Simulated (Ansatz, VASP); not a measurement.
Two plane-wave programs on Pt

```xyz
1
Lattice="0.0000 1.9600 1.9600 1.9600 0.0000 1.9600 1.9600 1.9600 0.0000" Properties=species:S:1:pos:R:3 pbc="T T T"
Pt    0.0000    0.0000    0.0000
```

Alike in both runs: task relaxation of cell and atoms; functional PBE; k mesh 8 × 8 × 8; occupations gaussian, width 0.1 eV; no spin polarisation.

|  | VASP | Ansatz |
| --- | --- | --- |
| version | VASP 6.6.1 | Ansatz 0.2.0 |
| potentials or method | VASP PAW PBE potentials, release 64 (Pt) | scalar-relativistic, plane waves, PAW |
| plane-wave cutoff (eV) | 600 | 420 |
| valence electrons in the cell | 10 | 18 |

Ansatz gave:

* gap on the k mesh at the Fermi level, each at its own relaxed structure (eV): none
* relaxed volume (Å³/atom): 15.61
* relaxed cell length with the largest relative difference (Å): 2.805
* energy change over the relaxation (meV/atom): -16

Problem. Which values does VASP return?

Solution. gap on the k mesh at the Fermi level, each at its own relaxed structure (eV): none; relaxed volume (Å³/atom): 15.59; relaxed cell length with the largest relative difference (Å): 2.804; energy change over the relaxation (meV/atom): -14.

A gap of «none» marks a metal or a gap that the smearing closes. The two sets of potentials don't hold the same shells in valence.

 The runs have no spin-orbit coupling, so splittings on Pt are missing.
